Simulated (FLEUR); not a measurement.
Ge: equation of state with PBEsol

Crystal: Ge.

```xyz
4
Lattice="3.9976 0.0000 0.0000 -1.9988 3.4620 0.0000 0.0000 0.0000 6.5994" Properties=species:S:1:pos:R:3 pbc="T T T"
Ge    0.0000    2.3080    6.1843
Ge    1.9988    1.1540    2.8846
Ge    0.0000    2.3080    3.7148
Ge    1.9988    1.1540    0.4151
```

This isn't the form of Ge at room conditions, which is diamond.

```yaml
Program: FLEUR MaX-R8.1 (later development tree)
Task: equation of state
Functional: PBEsol
Potentials_or_basis: all-electron
Basis: FLAPW
Kmax: 4.71 1/bohr
k_mesh: 8 × 8 × 4
Occupations: fermi-dirac, width 0.05 eV
Spin: no spin polarisation
Gmax: 14.6 1/bohr
Muffin-tin_radii: Ge 2.08 bohr
lmax: Ge 9
lnonsphr: Ge 9
Local_orbitals_a_species: Ge 6
```

```yaml
Equilibrium_volume: 22.82 Å³/atom
Bulk_modulus_at_fixed_shape_and_positions: 67 GPa
Pressure_derivative_of_the_bulk_modulus: "4.6 (rough: it moves with the points fitted)"
```

Energy against volume, from the lowest point:
```
volume (Å³/atom)  energy (meV/atom)
          21.463              18.76
          21.920               7.86
          22.377               1.84
          22.833               0.00
          23.290               1.93
          23.747               7.23
          24.203              15.65
```

Caveat: the cell was scaled at fixed shape and fractional positions, which overstates the stiffness of a crystal with free parameters, most of all of layers and chains.
